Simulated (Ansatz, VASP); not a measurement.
## TaSi3 in VASP and in Ansatz

```
Ta Si
1.0
     3.92556    0.00000    0.00000
     0.00000    3.92556    0.00000
     0.00000    0.00000    3.92556
Ta Si
1 3
Direct
  0.00000 0.00000 0.00000
  0.00000 0.50000 0.50000
  0.50000 0.00000 0.50000
  0.50000 0.50000 0.00000
```

Change from the starting cell: species swapped into the YGa3 type (Pm-3m, No. 221).

Alike in both runs: task relaxation of cell and atoms; functional PBE; k mesh 12 × 12 × 12; occupations gaussian, width 0.1 eV; no spin polarisation.

|  | VASP | Ansatz |
| --- | --- | --- |
| version | VASP 6.6.1 | Ansatz 0.2.0 |
| potentials or method | VASP PAW PBE potentials, release 64 (Ta_pv, Si) | scalar-relativistic, plane waves, PAW |
| plane-wave cutoff (eV) | 600 | 420 |
| valence electrons in the cell | 23 | 25 |

Ansatz gave:

- gap on the k mesh at the Fermi level, each at its own relaxed structure (eV): none
- relaxed volume (Å³/atom): 14.73
- relaxed cell length with the largest relative difference (Å): 3.891
- energy change over the relaxation (meV/atom): -4

Question: What did VASP give for the same quantities?

Answer: gap on the k mesh at the Fermi level, each at its own relaxed structure (eV): none; relaxed volume (Å³/atom): 14.74; relaxed cell length with the largest relative difference (Å): 3.892; energy change over the relaxation (meV/atom): -4.

A gap of «none» marks a metal or a gap that the smearing closes. The two sets of potentials don't hold the same shells in valence.

The runs have no spin-orbit coupling, so splittings on Ta are missing.
